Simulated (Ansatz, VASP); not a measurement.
# Cross-check of SiGe2 between VASP and Ansatz

Aim: how closely do two programs agree when they are given the same cell, functional and k mesh? The cell is generated by rule, not measured, and may not be a known phase. The cell is taken from a series of runs on this material, whose earlier steps may have relaxed, scaled, displaced or heated it; both programs get it as it stands.

Calculated with Ansatz 0.2.0; plane waves, with VASP 6.6.1 beside it; single point at r2SCAN.

The structure was built from a prototype and need not be the compound's stable phase.

**1. The starting structure**

The structure is trigonal, space group R-3m (No. 166). Conventional cell: a = 7.478 Å, b = 7.478 Å, c = 18.318 Å, α = 90.00°, β = 90.00°, γ = 120.00°. Si has 4 Ge at 2.24 to 2.33 Å nearest. Nearest to Si lie 4 Ge at 2.30 to 2.34 Å. Nearest to Ge lie 2 Si at 2.30 to 2.33 Å. Ge has 2 Si at 2.24 to 2.34 Å nearest. Farther neighbours are not listed.

**2. Ansatz: single point, r2SCAN**

Ansatz runs on its default PAW (the set named soft_2) files.

With cell and atoms fixed, the geometry can't cause a difference; cores, projectors, grids and the points listed under the comparison can.

Input file input.yaml:

```yaml
crystal:
  lattice:
    - [5.2880224348, 5.2880224348, 0.0]
    - [5.2880224348, 0.0, 5.2880224348]
    - [5.2880224348, 0.0, -5.2880224348]
  atoms:
    - { symbol: Si, position: [-0.0140387808, 0.5070193904, 0.4929806096] }
    - { symbol: Si, position: [0.0140387808, -0.0070193904, 1.0070193904] }
    - { symbol: Si, position: [0.5140387808, 0.2429806096, 0.7570193904] }
    - { symbol: Si, position: [0.4859612192, 0.7570193904, 0.2429806096] }
    - { symbol: Ge, position: [0.235858448, 0.143240617, 0.856759383] }
    - { symbol: Ge, position: [0.264141552, 0.606759383, 0.393240617] }
    - { symbol: Ge, position: [0.75819813, 0.120900935, 0.879099065] }
    - { symbol: Ge, position: [0.74180187, 0.629099065, 0.370900935] }
    - { symbol: Ge, position: [0.235858448, 0.620900935, 0.856759383] }
    - { symbol: Ge, position: [0.264141552, 0.129099065, 0.393240617] }
    - { symbol: Ge, position: [0.713518766, 0.143240617, 0.379099065] }
    - { symbol: Ge, position: [0.786481234, 0.606759383, 0.870900935] }
kpoints:
  mp_grid: { grid: [8, 8, 8] }
hamiltonian:
  xc: r2scan
scf:
  occupations: { method: methfessel_paxton, width: 0.2 }
output:
  forces: true
  stress: true
  eigenvalues: true
```

On the command line:

```bash
$ ansatz run input.yaml --threads 8 --pin off --max-ram 14336MiB --backend cpu --events-out ev --progress --plain --runs-dir out
```

Numbers of over 12 decimals in the logs are rounded to 6 here.

What it wrote:

```text
Engine: ansatz 0.2.0, aarch64-unknown-linux-gnu
Pseudopotentials: kind: paw
Pseudopotential: Si, paw, valence charge 4, recommended cutoff 500 eV (meta_gga), Si.paw.azcp
Pseudopotential: Ge, paw, valence charge 14, recommended cutoff 500 eV (meta_gga), Ge.paw.azcp
Functional definition: r2SCAN
  parameter k0 = 0.174
  parameter k1 = 0.065
  parameter a1 = 4.9479
  exchange = r2scan_x(k0 = k0, k1 = k1, a1 = a1)
  correlation = r2scan_c
Crystal: 12 atoms, lattice volume = 295.740 Å³
Basis set: ecut = 500 eV, 7583 PW (Γ), exchange–correlation on 240×240×240 points (64 copies of the dense FFT grid, shifted against one another)
Bands: 77, of which v1, the nominal top of the filled ones, is band 64 counted from 1 (63 counted from 0)
Symmetry: 12 space group operations
Space group: R-3m (ITA 166), of the structure as read, at distance tolerance 6.7e-5 Å
k-points: 65 of 512
Non-local potential: Si, projectors of the file, l = 0: 2, l = 1: 2, l = 2: 2
Non-local potential: Ge, projectors of the file, l = 0: 2, l = 1: 2, l = 2: 3, l = 3: 1
PAW form: soft (Blöchl's): semilocal exchange-correlation on the pseudo side does not see the compensation charge
PAW frozen core: Si, regenerated for the run's functional (the file was generated under x = pbe(κ = 0.804, μ = 0.219515), c = pbe(β = 0.066725))
PAW frozen core: Ge, regenerated for the run's functional (the file was generated under x = pbe(κ = 0.804, μ = 0.219515), c = pbe(β = 0.066725))
PAW one-centre angular grid: Si, 302 points (default); XC on 160 Gauss nodes
PAW one-centre angular grid: Ge, 590 points (default); XC on 160 Gauss nodes
Initial density: superposition of atomic densities (neutral atoms: chi_scale 0, normalization atom), corrected by the library's trained network
Initial wavefunctions: pseudopotential atomic-orbital guess
Functional: x = r2scan, c = r2scan; τ floored in thin density (d = 2e-4 eV/Å³)
SCF iter   1: F=—  HF=-36968.030929 eV  |F-HF|=—  |Δ(HF+E_count)|=         —  Δρ=7.99e-3  dr2=2.35e-1  dr2_τ=2.88e-2  ethr=1.77e-3  ⟨swp⟩=7.4  Hψ=19509  notcnv=0
preconditioner: auto → Kerker (q_TF=auto, 2.373 Å⁻¹)  [metal: Δε(μ)=0.008 eV  Ē_g=7.465 eV  σ=0.200 eV  W_gap=0.04  n_scr=58 (ndim 8)  ℏωp=15.0 eV  f_vac=0.000  D(μ)=6.27/eV (n_scr^D=26)]
SCF iter   2: F=—  HF=-36968.070754 eV  |F-HF|=—  |Δ(HF+E_count)|=   3.98e-2  S|Δr|=    0.00e0  Δρ=4.08e-3  dr2=7.79e-2  dr2_τ=2.14e-4  ethr=1.83e-4  ⟨swp⟩=2.0  Hψ=9955  notcnv=0  defer=1
SCF iter   3: F=—  HF=-36968.057831 eV  |F-HF|=—  |Δ(HF+E_count)|=   1.29e-2  S|Δr|=    0.00e0  Δρ=2.02e-3  dr2=1.82e-2  dr2_τ=1.27e-4  ethr=6.09e-5  ⟨swp⟩=2.2  Hψ=6056  notcnv=0  defer=1
SCF iter   4: F=—  HF=-36968.054078 eV  |F-HF|=—  |Δ(HF+E_count)|=   3.75e-3  S|Δr|=    0.00e0  Δρ=3.64e-4  dr2=6.87e-4  dr2_τ=3.45e-6  ethr=1.42e-5  ⟨swp⟩=2.0  Hψ=6260  notcnv=0  defer=1
SCF iter   5: F=—  HF=-36968.054316 eV  |F-HF|=—  |Δ(HF+E_count)|=   2.38e-4  S|Δr|=    0.00e0  Δρ=1.30e-4  dr2=1.31e-4  dr2_τ=4.95e-7  ethr=5.36e-7  ⟨swp⟩=2.0  Hψ=6446  notcnv=0  defer=1
SCF iter   6: F=—  HF=-36968.054374 eV  |F-HF|=—  |Δ(HF+E_count)|=   5.76e-5  S|Δr|=    0.00e0  Δρ=4.01e-5  dr2=1.35e-5  dr2_τ=7.62e-8  ethr=1.02e-7  ⟨swp⟩=2.0  Hψ=9033  notcnv=0  defer=1
SCF iter   7: F=—  HF=-36968.054349 eV  |F-HF|=—  |Δ(HF+E_count)|=   2.53e-5  S|Δr|=    0.00e0  Δρ=2.34e-5  dr2=2.45e-6  dr2_τ=1.42e-8  ethr=1.06e-8  ⟨swp⟩=2.0  Hψ=9081  notcnv=0  defer=21
SCF iter   8: F=—  HF=-36968.054348 eV  |F-HF|=—  |Δ(HF+E_count)|=   9.49e-7  S|Δr|=    0.00e0  Δρ=1.25e-5  dr2=9.23e-7  dr2_τ=3.45e-9  ethr=1.92e-9  ⟨swp⟩=2.0  Hψ=8987  notcnv=0  defer=21
SCF iter   9: F=-36968.054348 eV  HF=-36968.054348 eV  |F-HF|=1.28e-8  |Δ(HF+E_count)|=   2.65e-7  S|Δr|=    0.00e0  Δρ=3.05e-6  dr2=7.76e-8  dr2_τ=2.47e-10  ethr=7.81e-11  ⟨swp⟩=9.7  Hψ=24785  notcnv=0
SCF 1 converged in 9 iterations: F = -36968.054348 eV  dr2 = 7.76e-8
  greatest PAW one-centre occupation: 0.998 electrons in one spin orbital (limit 2), on the Ge atom at site 11 (counted from 0), in its partial waves of l = 2
SCF converged after 9 iterations
Stability not checked: this state was not tested for a lower state beside it, because cold or Methfessel-Paxton smearing, or corrected tetrahedra, fill the levels in a way that the test cannot read (fill_not_monotonic; see scf.lower_state_search)
Free energy (F): -36968.054348 eV
Harris-Foulkes:  -36968.054348 eV  (|F-HF|=1.28e-8)
Internal energy: -36968.052022 eV  (E = F + TS)
E sigma→0 (E₀):  -36968.053766 eV
Entropy (-TS):   -0.002326 eV (-0.194 meV/atom)
Fermi energy:    6.476364 eV
--- Per-component energies (eV) ---
  E_band       = -1487.593778
  E_kinetic    = 1034.938829
  E_local      = -21017.167399  (includes V_loc(G=0)·N_el)
  E_nonlocal   = 3442.107001
  E_hartree    = 9162.462039
  E_xc         = -749.311316
  E_vxc        = -730.688146  (∫ρ·V_xc dr)
  E_paw        = -18332.064271  (= ΣΔE_a)
  E_vpaw       = -2581.204940  (= ΣTr[D̂ρ^β])
  E_aug_tail   = 0.000128  (compensation charges beyond the density's cutoff)
  E_vtau       = 39.515355  (kinetic-family band-sum trace: ∫τ·v_τ [+ j·A + Jᵃ·Aᵃ] dr)
  E_ewald      = -10500.025175
  E_core_change = -8.991858  (= ΣΔE_core)
  E_smearing   = -0.002326  (= −TS)
  E_closure    = -0.000000  (closes the sum)
  Σ components = -36968.054348   (vs F -36968.054348, Δ=0.00e0)
--- Forces (eV/Å), atoms counted from 1 ---
  atom   1  Si     0.03021921     0.03021921    -0.03021921
  atom   2  Si     0.15512514     0.15512514    -0.15512514
  atom   3  Si    -0.03021921    -0.03021921     0.03021921
  atom   4  Si    -0.15512514    -0.15512514     0.15512514
  atom   5  Ge    -0.41239088    -0.41239088     1.17189805
  atom   6  Ge     0.41239088     0.41239088    -1.17189805
  atom   7  Ge     0.44932234     0.44932234    -0.44932234
  atom   8  Ge    -0.44932234    -0.44932234     0.44932234
  atom   9  Ge    -1.17189805    -0.41239088     0.41239088
  atom  10  Ge     1.17189805     0.41239088    -0.41239088
  atom  11  Ge    -0.41239088    -1.17189805     0.41239088
  atom  12  Ge     0.41239088     1.17189805    -0.41239088
  max |Σ_I F_I| component: 3.33e-16 eV/Å
--- Stress (GPa, compression-positive) ---
       -0.854662      -0.029463       0.029463
       -0.029463      -0.854662       0.029463
        0.029463       0.029463      -0.854662
  P = ⅓ Tr σ = -0.8547 GPa (-8.547 kbar)
--- Band table (eV; the first three rows and the last of 65) ---
  k-point 0: bands = [... 60 lower, 5.9024, 6.2458, 6.6217, 7.3427, 7.3427, 7.3871, 7.8911, 7.9828, ... 9 higher]
  k-point 1: bands = [... 60 lower, 5.8307, 6.2491, 6.8749, 6.8976, 7.2593, 7.3750, 7.8697, 8.1485, ... 9 higher]
  k-point 2: bands = [... 60 lower, 5.6207, 6.3190, 6.3354, 6.4278, 7.0591, 7.3741, 7.5498, 7.6616, ... 9 higher]
  k-point 64: bands = [... 60 lower, 4.9666, 5.4702, 5.6485, 5.6485, 7.0189, 7.0189, 7.0900, 7.0912, ... 9 higher]
```

In the SCF lines HF is the Harris–Foulkes energy and dr2 the Hartree energy of the density residual, in eV; the loop may stop once dr2 is under the threshold and the program's other checks hold. Hψ counts applications of the Hamiltonian.

The run ends at a pressure of -0.85 GPa, with forces up to 1.3 eV/Å.

**3. VASP: single point, r2SCAN**

The same cell, functional, mesh and smearing now go to VASP, with its own data sets.

Lines of VASP's logs that name or quote its potential files are left out, and so is its time.

Input file INCAR:

```
SYSTEM = SiGe2
PREC = Accurate
ENCUT = 550
EDIFF = 1E-06
NELM = 120
ISMEAR = 1
SIGMA = 0.2
LREAL = .FALSE.
ALGO = Normal
METAGGA = R2SCAN
LASPH = .TRUE.
NBANDS = 79
LORBIT = 11
LWAVE = .FALSE.
LCHARG = .FALSE.
ISIF = 2
GGA_COMPAT = .FALSE.
LMIXTAU = .TRUE.
KPAR = 2
```

Input file POSCAR:

```
SiGe2
1.0
    5.2880224348      5.2880224348      0.0000000000
    5.2880224348      0.0000000000      5.2880224348
    5.2880224348      0.0000000000     -5.2880224348
Si Ge
4 8
Direct
    0.9859612192      0.5070193904      0.4929806096
    0.0140387808      0.9929806096      0.0070193904
    0.5140387808      0.2429806096      0.7570193904
    0.4859612192      0.7570193904      0.2429806096
    0.2358584480      0.1432406170      0.8567593830
    0.2641415520      0.6067593830      0.3932406170
    0.7581981300      0.1209009350      0.8790990650
    0.7418018700      0.6290990650      0.3709009350
    0.2358584480      0.6209009350      0.8567593830
    0.2641415520      0.1290990650      0.3932406170
    0.7135187660      0.1432406170      0.3790990650
    0.7864812340      0.6067593830      0.8709009350
```

Input file KPOINTS:

```
Automatic mesh
0
Gamma
8 8 8
0 0 0
```

PAW data sets: Si and Ge_d (PBE family, release 64).

On the command line:

```bash
$ mpirun -np 2 vasp_std
```

What it wrote:

```text
[banner, memory and clock lines left out]
running    2 mpi-ranks, on    1 nodes
 distrk:  each k-point on    1 cores,    2 groups
 distr:  one band on    1 cores,    1 groups

 POSCAR found type information on POSCAR SiGe
 POSCAR found :  2 types and      12 ions
|                                                                             |
|               ----> ADVICE to this user running VASP <----                  |
|                                                                             |
|     You enforced a specific xc type in the INCAR file but a different       |
|     [... a line on the potential file left out ...]
|     I HOPE YOU KNOW WHAT YOU ARE DOING!                                     |
|                                                                             |

 LDA part: xc-table for (None), standard interpolation
 POSCAR, INCAR and KPOINTS ok, starting setup
 FFT: planning ... GRIDC
 FFT: planning ... GRID_SOFT
 FFT: planning ... GRID
 WAVECAR not read
 entering main loop
       N       E                     dE             d eps       ncg     rms          rms(c)
DAV:   1     0.164812197509E+04    0.16481E+04   -0.59296E+04 13114   0.394E+03
DAV:   2     0.205854971040E+03   -0.14423E+04   -0.13807E+04 10270   0.118E+03
DAV:   3    -0.114009255958E+03   -0.31986E+03   -0.30497E+03 10796   0.267E+02
DAV:   4    -0.147263203933E+03   -0.33254E+02   -0.31963E+02 12078   0.927E+01
DAV:   5    -0.148651708624E+03   -0.13885E+01   -0.13697E+01 11519   0.202E+01    0.104E+01
DAV:   6    -0.140567962901E+03    0.80837E+01   -0.23721E+00 11394   0.125E+01    0.621E+00
DAV:   7    -0.129109804903E+03    0.11458E+02   -0.26987E+00 11169   0.797E+00    0.186E+00
DAV:   8    -0.133272159220E+03   -0.41624E+01   -0.17686E+00 11008   0.545E+00    0.744E-01
DAV:   9    -0.134593456983E+03   -0.13213E+01   -0.56283E-01 11268   0.268E+00    0.616E-01
DAV:  10    -0.134996686948E+03   -0.40323E+00   -0.19198E-01 10960   0.233E+00    0.337E-01
DAV:  11    -0.133827359420E+03    0.11693E+01   -0.83902E-01 10487   0.302E+00    0.199E-01
DAV:  12    -0.134583648447E+03   -0.75629E+00   -0.57583E-01 10326   0.219E+00    0.153E-01
DAV:  13    -0.134600916720E+03   -0.17268E-01   -0.22692E-02 14032   0.600E-01    0.127E-01
DAV:  14    -0.134599989634E+03    0.92709E-03   -0.23523E-03 12063   0.211E-01    0.928E-02
DAV:  15    -0.134600922716E+03   -0.93308E-03   -0.12476E-03 11601   0.231E-01    0.407E-02
DAV:  16    -0.134597988745E+03    0.29340E-02   -0.25930E-03 11199   0.199E-01    0.327E-02
DAV:  17    -0.134600839220E+03   -0.28505E-02   -0.14710E-03 10970   0.182E-01    0.167E-02
DAV:  18    -0.134601537801E+03   -0.69858E-03   -0.28730E-04 11138   0.681E-02    0.129E-02
DAV:  19    -0.134601584005E+03   -0.46205E-04   -0.26738E-04 11032   0.653E-02    0.141E-02
DAV:  20    -0.134601736871E+03   -0.15287E-03   -0.10783E-04 10935   0.494E-02    0.969E-03
DAV:  21    -0.134601753831E+03   -0.16960E-04   -0.34994E-05  8764   0.276E-02    0.593E-03
DAV:  22    -0.134601768250E+03   -0.14419E-04   -0.90207E-06  8725   0.127E-02    0.567E-03
DAV:  23    -0.134601774778E+03   -0.65280E-05   -0.57210E-06  8787   0.189E-02    0.250E-03
DAV:  24    -0.134601774598E+03    0.17975E-06   -0.23904E-06  8491   0.994E-03
   1 F= -.13460177E+03 E0= -.13460099E+03  d E =-.234370E-02
```

[end of part 1 of 2]

[Lines on the potential files, build, host, timing and source positions are cut from VASP's logs without a mark.]

[Logs are printed without paths, hosts, clocks, repeated set-up lines and the standing remarks that a program may print on its own settings, such as how far it seeks lower states.]

[Hosts, paths, dates, database ids (printed as entryN), source tags and the programs' standing remarks are cut or masked in the printed files.]
